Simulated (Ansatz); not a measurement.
# C: tests of the settings

Aim, for C: test the occupation rule and width.

Program: Ansatz 0.2.0. Level of theory: DFT LDA, scalar-relativistic, plane waves, PAW. These are calculated values, not measurements.

1 further run of the same task is left out (set aside as unsound or not needed).

## (1) The starting structure

The structure is orthorhombic, space group Cmme (No. 67). Conventional cell: a = 2.456 Å, b = 4.254 Å, c = 7.173 Å, α = 90.00°, β = 90.00°, γ = 90.00°. Around C (site symmetry m) lie 3 C at 1.42 Å.

Structure file:

```
C
1.0
     1.22805   -2.12706    0.00000
     1.22805    2.12706    0.00000
     0.00000    0.00000    7.17327
C
4
Direct
  0.08338 0.91662 0.75314
  0.58338 0.41662 0.24686
  0.91662 0.08338 0.24686
  0.41662 0.58338 0.75314
```

The structure comes from the Materials Project (structure only); it is used as listed.

## (2) The base run, which the others are set against

File input.yaml:

```yaml
crystal:
  lattice:
    - [1.22804797, -2.12706182, 0.0]
    - [1.22804797, 2.12706182, 0.0]
    - [0.0, 0.0, 7.17326776]
  atoms:
    - { symbol: C, position: [0.08337946, 0.91662054, 0.7531376] }
    - { symbol: C, position: [0.58337946, 0.41662054, 0.2468624] }
    - { symbol: C, position: [0.91662054, 0.08337946, 0.2468624] }
    - { symbol: C, position: [0.41662054, 0.58337946, 0.7531376] }
basis:
  ecutwfc: 420
kpoints:
  mp_grid: { grid: [18, 18, 6] }
hamiltonian:
  xc: lda
scf:
  occupations: { method: gaussian, width: 0.1 }
output:
  forces: true
  stress: true
  eigenvalues: true
  populations: true
  write_density: true
  write_potential: true
  elf: true
  volumetric_format: npy
```

It was run beforehand and gave: -242.9778 eV/atom at zero smearing, pressure -3.92 GPa, largest force 0.026 eV/Å, gap on the mesh 0.02 eV, in 6 SCF cycles and 21 s.

## (3) Occupation rule and width: Gaussian 0.01 eV

File input.yaml:

```yaml
crystal:
  lattice:
    - [1.22804797, -2.12706182, 0.0]
    - [1.22804797, 2.12706182, 0.0]
    - [0.0, 0.0, 7.17326776]
  atoms:
    - { symbol: C, position: [0.08337946, 0.91662054, 0.7531376] }
    - { symbol: C, position: [0.58337946, 0.41662054, 0.2468624] }
    - { symbol: C, position: [0.91662054, 0.08337946, 0.2468624] }
    - { symbol: C, position: [0.41662054, 0.58337946, 0.7531376] }
basis:
  ecutwfc: 420
kpoints:
  mp_grid: { grid: [18, 18, 6] }
hamiltonian:
  xc: lda
scf:
  occupations: { method: gaussian, width: 0.01 }
output:
  forces: true
  stress: true
  eigenvalues: true
```

Command:

```sh
$ ansatz run input.yaml --threads 1 --pin off --max-ram 2560MiB --backend cpu --events-out ev --progress --plain --runs-dir out
```

## (4) Occupation rule and width: Gaussian 0.2 eV

input.yaml, as its differences from that of step 3:

```diff
@@ -17,3 +17,3 @@
 scf:
-  occupations: { method: gaussian, width: 0.01 }
+  occupations: { method: gaussian, width: 0.2 }
 output:
```

## (5) Occupation rule and width set to Fermi–Dirac 0.02 eV

input.yaml, as its differences from that of step 4:

```diff
@@ -17,3 +17,3 @@
 scf:
-  occupations: { method: gaussian, width: 0.2 }
+  occupations: { method: fermi_dirac, width: 0.02 }
 output:
```

## (6) Occupation rule and width set to Fermi–Dirac 0.05 eV

input.yaml, as its differences from that of step 5:

```diff
@@ -17,3 +17,3 @@
 scf:
-  occupations: { method: fermi_dirac, width: 0.02 }
+  occupations: { method: fermi_dirac, width: 0.05 }
 output:
```

## (7) Occupation rule and width set to Fermi–Dirac 0.1 eV

input.yaml, as its differences from that of step 6:

```diff
@@ -17,3 +17,3 @@
 scf:
-  occupations: { method: fermi_dirac, width: 0.05 }
+  occupations: { method: fermi_dirac, width: 0.1 }
 output:
```

## (8) Occupation rule and width: Fermi–Dirac 0.2 eV

input.yaml, as its differences from that of step 7:

```diff
@@ -17,3 +17,3 @@
 scf:
-  occupations: { method: fermi_dirac, width: 0.1 }
+  occupations: { method: fermi_dirac, width: 0.2 }
 output:
```

## (9) Occupation rule and width: Fermi–Dirac 0.5 eV

input.yaml, as its differences from that of step 8:

```diff
@@ -17,3 +17,3 @@
 scf:
-  occupations: { method: fermi_dirac, width: 0.2 }
+  occupations: { method: fermi_dirac, width: 0.5 }
 output:
```

## (10) Occupation rule and width: Methfessel–Paxton 0.02 eV

input.yaml, as its differences from that of step 9:

```diff
@@ -17,3 +17,3 @@
 scf:
-  occupations: { method: fermi_dirac, width: 0.5 }
+  occupations: { method: methfessel_paxton, width: 0.02 }
 output:
```

## (11) Occupation rule and width: Methfessel–Paxton 0.2 eV

input.yaml, as its differences from that of step 10:

```diff
@@ -17,3 +17,3 @@
 scf:
-  occupations: { method: methfessel_paxton, width: 0.02 }
+  occupations: { method: methfessel_paxton, width: 0.2 }
 output:
```

## (12) Occupation rule and width: cold 0.3 eV

input.yaml, as its differences from that of step 11:

```diff
@@ -17,3 +17,3 @@
 scf:
-  occupations: { method: methfessel_paxton, width: 0.2 }
+  occupations: { method: cold, width: 0.3 }
 output:
```

## (13) Occupation rule and width: cold 0.5 eV

input.yaml, as its differences from that of step 12:

```diff
@@ -17,3 +17,3 @@
 scf:
-  occupations: { method: cold, width: 0.3 }
+  occupations: { method: cold, width: 0.5 }
 output:
```

## (14) Occupation rule and width set to tetrahedron

input.yaml, as its differences from that of step 13:

```diff
@@ -17,3 +17,3 @@
 scf:
-  occupations: { method: cold, width: 0.5 }
+  occupations: { method: tetrahedron }
 output:
```

(Steps that only read results are left out.)

What results come out of these runs, taken together? Wanted: largest energy shift, occupation rule and width.

The runs gave:

| quantity | value |
| --- | --- |
| largest energy shift, occupation rule and width | 9.17 meV/atom at Fermi–Dirac 0.5 |

**Reading.** The free energy moves by up to 16.5 meV/atom (Fermi–Dirac 0.5), the energy extrapolated to zero width by up to 9.17.
